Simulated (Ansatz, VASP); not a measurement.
**MoH4 in VASP and in Ansatz**

```
H Mo
1.0
     3.14409    0.00000    0.00000
     0.00000    3.14409    0.00000
     0.00000    0.00000   24.84149
H Mo
4 1
Cartesian
  2.1402 0.0000 7.1617
  1.0039 0.0000 7.1617
  0.0000 2.1402 7.1617
  0.0000 1.0039 7.1617
  1.5720 1.5720 8.0721
```

Alike in both runs: functional PBE; k mesh 12 × 12 × 1; occupations gaussian, width 0.1 eV; collinear spin.

Ansatz relaxed the structure, and its values are those at the end. VASP's run is a single point on that final structure, the one shown.

```csv
,VASP,Ansatz
version,VASP 6.6.1,Ansatz 0.2.0
potentials or method,"VASP PAW PBE potentials, release 64 (H, Mo_sv)","scalar-relativistic, plane waves, PAW"
plane-wave cutoff (eV),520,420
valence electrons in the cell,18,18
```

|  | VASP | Ansatz | Ansatz less VASP |
| --- | --- | --- | --- |
| gap on the k mesh at the Fermi level (eV) | none | none | - |
| rms of the force components (eV/Å) | 0.007 | 0.002 | -0.0052 |
| net moment per atom (μB) | 0.20 | 0.20 | +0.001 |
| size of the moment on the site where the two differ most (μB) | 0.80 | 0.42 | -0.383 |

Site moments also hang on the region over which each program counts them. A gap of «none» marks a metal or a gap that the smearing closes. The functional is the same, so the differences come from potentials, cutoffs and numerics. Ansatz warned: «xc_potential_rough_in_thin_density».
